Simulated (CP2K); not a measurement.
# As (Pm-3m) in CP2K: further runs, part 2 of 2

CP2K 2026.2.

## Step 3: Single point, LDA, 19.37 Å³/atom (volume scaled by 0.98)

as_eos.inp

```
&GLOBAL
  PROJECT as_eos
  RUN_TYPE ENERGY_FORCE
  PRINT_LEVEL LOW
&END GLOBAL
&FORCE_EVAL
  METHOD QS
  STRESS_TENSOR ANALYTICAL
  &DFT
    BASIS_SET_FILE_NAME BASIS_MOLOPT_UZH
    POTENTIAL_FILE_NAME GTH_POTENTIALS
    WFN_RESTART_FILE_NAME previous-RESTART.kp
    &MGRID
      CUTOFF 450
      REL_CUTOFF 60
      NGRIDS 4
    &END MGRID
    &QS
      METHOD GPW
      EPS_DEFAULT 1.0E-9
    &END QS
    &KPOINTS
      SCHEME MONKHORST-PACK 10 10 10
      GAMMA_CENTERED T
      SYMMETRY T
      SYMMETRY_BACKEND SPGLIB
    &END KPOINTS
    &SCF
      SCF_GUESS RESTART
      EPS_SCF 1.0E-6
      MAX_SCF 100
      ADDED_MOS 8
      CHOLESKY OFF
      EPS_EIGVAL 1.0E-7
      &DIAGONALIZATION ON
        ALGORITHM STANDARD
      &END DIAGONALIZATION
      &MIXING ON
        METHOD BROYDEN_MIXING
        ALPHA 0.4
        BETA 1.5
        NBUFFER 8
      &END MIXING
      &SMEAR ON
        METHOD FERMI_DIRAC
        ELECTRONIC_TEMPERATURE [K] 1160.452
      &END SMEAR
    &END SCF
    &XC
      &XC_FUNCTIONAL
        &LDA_X
        &END LDA_X
        &LDA_C_PW
        &END LDA_C_PW
      &END XC_FUNCTIONAL
    &END XC
    &PRINT
      &KPOINTS ON
      &END KPOINTS
      &MULLIKEN ON
      &END MULLIKEN
      &MO ON
        ENERGIES T
        OCCUPATION_NUMBERS T
        &EACH
          QS_SCF 0
        &END EACH
        ADD_LAST NUMERIC
      &END MO
    &END PRINT
  &END DFT
  &SUBSYS
    &CELL
      ABC 2.6855356826 2.6855356826 2.6855356826
      ALPHA_BETA_GAMMA 90.0000000000 90.0000000000 90.0000000000
      PERIODIC XYZ
    &END CELL
    &COORD
      As  1.3427678413 1.3427678413 1.3427678413
    &END COORD
    &KIND As
      BASIS_SET TZVP-MOLOPT-PBE-GTH-q5
      POTENTIAL GTH-PADE-q5
    &END KIND
    &PRINT
      &ATOMIC_COORDINATES ON
      &END ATOMIC_COORDINATES
      &CELL ON
      &END CELL
    &END PRINT
  &END SUBSYS
  &PRINT
    &FORCES ON
    &END FORCES
    &STRESS_TENSOR ON
    &END STRESS_TENSOR
  &END PRINT
&END FORCE_EVAL
```

Potentials or basis: GTH_POTENTIALS As GTH-PADE-q5; TZVP-MOLOPT-PBE-GTH basis.

Run with:

```sh
$ OMP_NUM_THREADS=1 cp2k.psmp -i as_eos.inp -o as_eos.out
```

Wall time 4.6 s (1 thread of Arm Neoverse V2, shared host); peak memory 0.18 GiB.

Results (log left out):

```
Free energy            : -173.3816 eV
Pressure               : -1.4 GPa
Band gap on the k mesh : none (metal or under the smearing width)
```

Caveat: the basis of atomic orbitals isn't converged, which shifts pressures, moduli and gaps.

## Step 4: Single point, LDA, 20.16 Å³/atom (volume scaled by 1.02)

as_eos.inp: that of step 3 with these lines changed.

```diff
@@ -73,3 +73,3 @@
     &CELL
-      ABC 2.6855356826 2.6855356826 2.6855356826
+      ABC 2.7215874433 2.7215874433 2.7215874433
       ALPHA_BETA_GAMMA 90.0000000000 90.0000000000 90.0000000000
@@ -78,3 +78,3 @@
     &COORD
-      As  1.3427678413 1.3427678413 1.3427678413
+      As  1.3607937216 1.3607937216 1.3607937216
     &END COORD
```

Run with:

```sh
$ OMP_NUM_THREADS=1 cp2k.psmp -i as_eos.inp -o as_eos.out
```

Wall time 4.6 s (1 thread of Arm Neoverse V2, shared host); peak memory 0.18 GiB.

Results (log left out):

| Property | Result |
| --- | --- |
| Free energy | -173.3665 eV |
| Pressure | -4.6 GPa |
| Band gap on the k mesh | none (metal or under the smearing width) |

Caveat: the basis of atomic orbitals isn't converged, which shifts pressures, moduli and gaps.

## Step 5: Single point, LDA, 18.97 Å³/atom (volume scaled by 0.96)

as_eos.inp: that of step 4 with these lines changed.

```diff
@@ -73,3 +73,3 @@
     &CELL
-      ABC 2.7215874433 2.7215874433 2.7215874433
+      ABC 2.6671410253 2.6671410253 2.6671410253
       ALPHA_BETA_GAMMA 90.0000000000 90.0000000000 90.0000000000
@@ -78,3 +78,3 @@
     &COORD
-      As  1.3607937216 1.3607937216 1.3607937216
+      As  1.3335705126 1.3335705126 1.3335705126
     &END COORD
```

Run with:

```sh
$ OMP_NUM_THREADS=1 cp2k.psmp -i as_eos.inp -o as_eos.out
```

It took 5.7 s on 1 thread of Arm Neoverse V2, shared host; peak memory 0.18 GiB.

It converged, with:

- Free energy: -173.3827 eV
- Pressure: 0.5 GPa
- Band gap on the k mesh: none (metal or under the smearing width)

Caveat: the basis of atomic orbitals isn't converged, which shifts pressures, moduli and gaps.

## Step 6: Single point, LDA, 20.55 Å³/atom (volume scaled by 1.04)

as_eos.inp: that of step 5 with these lines changed.

```diff
@@ -73,3 +73,3 @@
     &CELL
-      ABC 2.6671410253 2.6671410253 2.6671410253
+      ABC 2.7392605843 2.7392605843 2.7392605843
       ALPHA_BETA_GAMMA 90.0000000000 90.0000000000 90.0000000000
@@ -78,3 +78,3 @@
     &COORD
-      As  1.3335705126 1.3335705126 1.3335705126
+      As  1.3696302922 1.3696302922 1.3696302922
     &END COORD
```

Potentials or basis: GTH_POTENTIALS As GTH-PADE-q5; TZVP-MOLOPT-PBE-GTH basis.

Run with:

```sh
$ OMP_NUM_THREADS=1 cp2k.psmp -i as_eos.inp -o as_eos.out
```

It took 5.5 s on 1 thread of Arm Neoverse V2, shared host; peak memory 0.18 GiB.

The run converged. Its results:

```yaml
Free_energy: -173.3534 eV
Pressure: -6.0 GPa
Band_gap_on_the_k_mesh: none (metal or under the smearing width)
```

Caveat: the basis of atomic orbitals isn't converged, which shifts pressures, moduli and gaps.

## Step 7: Single point, LDA, 18.58 Å³/atom (volume scaled by 0.94)

as_eos.inp: that of step 6 with these lines changed.

```diff
@@ -73,3 +73,3 @@
     &CELL
-      ABC 2.7392605843 2.7392605843 2.7392605843
+      ABC 2.6484890792 2.6484890792 2.6484890792
       ALPHA_BETA_GAMMA 90.0000000000 90.0000000000 90.0000000000
@@ -78,3 +78,3 @@
     &COORD
-      As  1.3696302922 1.3696302922 1.3696302922
+      As  1.3242445396 1.3242445396 1.3242445396
     &END COORD
```

Run with:

```sh
$ OMP_NUM_THREADS=1 cp2k.psmp -i as_eos.inp -o as_eos.out
```

Run time: 5.8 s. Hardware: 1 thread of Arm Neoverse V2, shared host; peak memory 0.18 GiB.

It converged, with:

- Free energy: -173.3790 eV
- Pressure: 2.6 GPa
- Band gap on the k mesh: none (metal or under the smearing width)

Caveat: the basis of atomic orbitals isn't converged, which shifts pressures, moduli and gaps.

## Step 8: Single point, LDA, 20.95 Å³/atom (volume scaled by 1.06)

as_eos.inp: that of step 7 with these lines changed.

```diff
@@ -73,3 +73,3 @@
     &CELL
-      ABC 2.6484890792 2.6484890792 2.6484890792
+      ABC 2.7567085743 2.7567085743 2.7567085743
       ALPHA_BETA_GAMMA 90.0000000000 90.0000000000 90.0000000000
@@ -78,3 +78,3 @@
     &COORD
-      As  1.3242445396 1.3242445396 1.3242445396
+      As  1.3783542872 1.3783542872 1.3783542872
     &END COORD
```

Run with:

```sh
$ OMP_NUM_THREADS=1 cp2k.psmp -i as_eos.inp -o as_eos.out
```

Run time: 5.4 s. Hardware: 1 thread of Arm Neoverse V2, shared host; peak memory 0.18 GiB.

The run converged. Its results:

```yaml
Free_energy: -173.3372 eV
Pressure: -7.2 GPa
Band_gap_on_the_k_mesh: none (metal or under the smearing width)
```

Caveat: the basis of atomic orbitals isn't converged, which shifts pressures, moduli and gaps.

## Step 9: Equation of state, LDA

Potentials or basis: GTH_POTENTIALS As GTH-PADE-q5; TZVP-MOLOPT-PBE-GTH basis.

No new run: the results of the series are fitted here.

Results:

| Quantity | Value |
| --- | --- |
| Equilibrium volume | 19.07 Å³/atom |
| Bulk modulus | 94 GPa |
| Pressure derivative of the bulk modulus | 4.4 |

Energy against volume, from the lowest point:
```
volume (Å³/atom)  energy (meV/atom)
          18.578               3.78
          18.973               0.00
          19.368               1.16
          19.764               6.74
          20.159              16.27
          20.554              29.33
          20.949              45.56
```

Caveat: the basis of atomic orbitals isn't converged, which shifts pressures, moduli and gaps.
